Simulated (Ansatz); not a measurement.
# K in Ansatz: convergence with basis error

Input of the first run (basis error 0.03 eV/atom); the others differ in this setting and in those tied to it:

The input input.yaml:

```yaml
crystal:
  lattice:
    - [0.0, 3.391872818, 3.391872818]
    - [3.391872818, 0.0, 3.391872818]
    - [3.391872818, 3.391872818, 0.0]
  atoms:
    - { symbol: K, position: [0.0, 0.0, 0.0] }
kpoints:
  mp_grid: { grid: [7, 7, 7] }
scf:
  occupations: { method: fermi_dirac, width: 0.05 }
hamiltonian:
  xc: lda
  pseudopotentials: { kind: all_electron, lapw: { basis_error: 0.03 } }
output:
  forces: true
  stress: true
  eigenvalues: true
```

Potentials or basis: all-electron LAPW, scalar-relativistic.

The run is started by

```console
$ ansatz run input.yaml --threads 1 --pin off --max-ram 3072MiB --backend cpu --events-out ev --progress --plain --runs-dir out
```

This isn't the form of K at room conditions, which is bcc.

Hardware: 1 thread of Arm Neoverse V1, on a shared host.

**Question.** The values tried are 0.03 eV/atom, 0.01 eV/atom, 0.003 eV/atom, 0.001 eV/atom, 0.0003 eV/atom, 0.0001 eV/atom, loosest first. From which on does the energy stay within 1 meV/atom of the tightest run that finished?

**Answer.** From 0.003 eV/atom on.

```csv
basis error,"energy less the tightest run, at zero smearing (meV/atom)",SCF cycles,CPU time (s),peak memory (GiB)
0.03 eV/atom,7.61,5,0.49,0.17
0.01 eV/atom,2.34,5,0.64,0.17
0.003 eV/atom,0.60,5,0.72,0.18
0.001 eV/atom,0.19,5,0.84,0.18
0.0003 eV/atom,0.04,5,1.1,0.19
0.0001 eV/atom,0.00,5,1.6,0.2
```

The tightest run that finished is the yardstick and may itself not be fully converged.
